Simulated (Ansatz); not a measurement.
Runs of Ansatz 0.2.0 on Se. Symmetry: Pm-3m, No. 221, cubic system. Conventional cell: a = 2.811 Å, b = 2.811 Å, c = 2.811 Å, α = 90.00°, β = 90.00°, γ = 90.00°. Se (site symmetry m-3m) is surrounded by 6 Se at 2.81 Å. This isn't the form of Se at room conditions, which is trigonal, of chains.

| level | gap on the mesh (eV) | pressure (GPa) | relaxed volume (Å³/atom) |
| --- | --- | --- | --- |
| PBEsol+D3(BJ)-ATM | none | 0.0 | (a) |
| PBEsol | none | 0.0 | 21.74 |
| PBEsol+D4 | none | 0.0 | 21.26 |
| PBEsol+D3(BJ) | none | 0.0 | 21.04 |

Alike in all rows: task relaxation of cell and atoms; potentials or basis Ansatz PAW; no spin polarisation; cell relaxed; k mesh 9 × 9 × 9; cutoff (eV) 420; smearing fermi-dirac 0.05 eV.

Fill in the values left out.

(a) 21.13.

Caveats: the plane-wave basis is chosen anew once the cell has moved, so the energies of steps on either side of that aren't comparable; the PAW data sets come from PBE, with cores solved anew for the run's functional, which leaves a small shift of forces and pressure; pairwise dispersion overbinds metals, which lowers pressure and volume (some runs).

A k mesh can miss the band edges, and the runs leave out spin-orbit coupling on Se.

A gap of «none» marks a metal or a gap under the smearing width.
